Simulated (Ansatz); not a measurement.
# In: a trial structure relaxed

Where does In go from the start given, alpha-boron type (R-3m, No. 166)?

Program: Ansatz 0.2.0. Level of theory: DFT PBEsol, scalar-relativistic, plane waves, PAW. These are calculated values, not measurements.

### Step 1. Starting point

It takes space group R-3m (No. 166, trigonal). The conventional cell has a = 7.700 Å, b = 7.700 Å, c = 19.697 Å, α = 90.00°, β = 90.00°, γ = 120.00°. Around In (site symmetry m) lie 6 In at 2.62 to 2.83 Å. In (site symmetry m) has 7 In at 2.79 to 3.15 Å as nearest neighbours.

Structure file:

```
CELL_PARAMETERS angstrom
3.84983 2.22270 6.56550
-3.84983 2.22270 6.56550
0.00000 -4.44540 6.56550
ATOMIC_POSITIONS crystal
In 0.01019 0.65361 0.01019
In 0.01019 0.01019 0.65361
In 0.65361 0.01019 0.01019
In 0.98981 0.34639 0.98981
In 0.34639 0.98981 0.98981
In 0.98981 0.98981 0.34639
In 0.22118 0.63060 0.22118
In 0.22118 0.22118 0.63060
In 0.63060 0.22118 0.22118
In 0.77882 0.36940 0.77882
In 0.36940 0.77882 0.77882
In 0.77882 0.77882 0.36940
```

(A quick probe on a coarse mesh, which set the mesh and smearing, is not shown.)

### Step 3. A loose first relaxation

Contents of input.yaml:

```yaml
crystal:
  lattice:
    - [3.8498254057, 2.2226977343, 6.5655005699]
    - [-3.8498254057, 2.2226977343, 6.5655005699]
    - [0.0, -4.4453954685, 6.5655005699]
  atoms:
    - { symbol: In, position: [0.01019, 0.65361, 0.01019] }
    - { symbol: In, position: [0.01019, 0.01019, 0.65361] }
    - { symbol: In, position: [0.65361, 0.01019, 0.01019] }
    - { symbol: In, position: [0.98981, 0.34639, 0.98981] }
    - { symbol: In, position: [0.34639, 0.98981, 0.98981] }
    - { symbol: In, position: [0.98981, 0.98981, 0.34639] }
    - { symbol: In, position: [0.22118, 0.6306, 0.22118] }
    - { symbol: In, position: [0.22118, 0.22118, 0.6306] }
    - { symbol: In, position: [0.6306, 0.22118, 0.22118] }
    - { symbol: In, position: [0.77882, 0.3694, 0.77882] }
    - { symbol: In, position: [0.3694, 0.77882, 0.77882] }
    - { symbol: In, position: [0.77882, 0.77882, 0.3694] }
basis:
  ecutwfc: 420
kpoints:
  mp_grid: { grid: [3, 3, 3] }
hamiltonian:
  xc: pbesol
scf:
  occupations: { method: gaussian, width: 0.1 }
  lower_state_search: "off"
output:
  forces: true
  stress: true
  eigenvalues: true
relax:
  adjacent_minimum: "off"
  f_tol: 0.04
  max_steps: 70
  cell: { stress_tol: 0.4 }
```

The session goes on with these runs: full relaxation.

**Question.** What will these runs give?

As calculated:

| quantity | value |
| --- | --- |
| cell (conventional) | a = 7.991 Å, b = 7.991 Å, c = 21.005 Å, α = 90.00°, β = 90.00°, γ = 120.00° |
| space group | R-3m (No. 166) |
| volume | 32.26 Å³/atom |
| gap on the mesh | none (metal) |

**Reading.** The space group stayed R-3m, and from the first guess the volume went from 28.09 to 32.26 Å³/atom.
